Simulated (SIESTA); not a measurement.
PtS2 under changes of volume

One of the cells (18.261 Å³/atom); the others are scaled copies at fixed shape and fractional positions:

```
CELL_PARAMETERS angstrom
3.54320 0.00000 0.00000
-1.77160 3.06850 0.00000
0.00000 0.00000 5.03880
ATOMIC_POSITIONS crystal
Pt 0.00000 0.00000 0.00000
S 0.66667 0.33333 0.77300
S 0.33333 0.66667 0.22700
```

| Item | Value |
| --- | --- |
| Program | SIESTA 5.4.2 |
| Functional | vdW-DF-cx |
| Potentials or basis | PseudoDojo 0.4 standard (PBE files) |
| Basis | DZP (energy shift 0.002 Ry) |
| Grid cutoff | 800 Ry |
| Energy shift | 0.002 Ry |
| k mesh | 9 × 9 × 5 |
| Occupations | fermi-dirac, width 0.05 eV |
| Spin | no spin polarisation |

| volume (Å³/atom) | energy over the lowest point (meV/atom) | pressure (GPa) | gap on the mesh (eV) | largest force (eV/Å) |
| --- | --- | --- | --- | --- |
| 17.165 | 166.82 | 24.7 | 0.96 | 3.147 |
| 17.531 | 116.24 | 19.8 | 0.94 | 2.729 |
| 17.896 | 76.07 | 15.5 | 0.92 | 2.341 |
| 18.261 | ? | ? | ? | ? |
| 18.626 | 22.95 | 8.1 | 0.88 | 1.649 |
| 18.992 | 8.11 | 5.0 | 0.85 | 1.342 |
| 19.357 | 0.00 | 2.2 | 0.82 | 1.058 |

Problem. What does the run at 18.261 Å³/atom give?

Solution. Energy over the lowest point 45.27 meV/atom; pressure 11.6 GPa; gap on the mesh 0.90 eV; largest force 1.981 eV/Å.

Worked out: A Birch-Murnaghan fit of order 3 (a polynomial in V^(-2/3)) to the other rows has its minimum at 19.66 Å³/atom, just outside them, with B0 = V·E''(V) = 132 GPa and B' = 4.7 at fixed shape and positions, which overstates the stiffness. It gives 45.34 meV/atom at 18.261 Å³/atom, against the run's 45.27, and -dE/dV = 11.6 GPa, against 11.6. A parabola through the other rows of the gap, of slope -1.15 eV per unit of ln V there, gives 0.90 eV, against the run's 0.90.

Energies are extrapolated to zero smearing.

Caveats: semicore shells carry a single zeta, which can move pressures by several GPa and volumes by a few percent; the potentials were made for another functional, which shifts forces and pressure; spin-orbit coupling is left out, which moves the levels of the heavy elements; an odd mesh through Γ misses points on the zone boundary, where band edges often lie; the basis of atomic orbitals isn't converged, which shifts pressures, moduli and gaps.
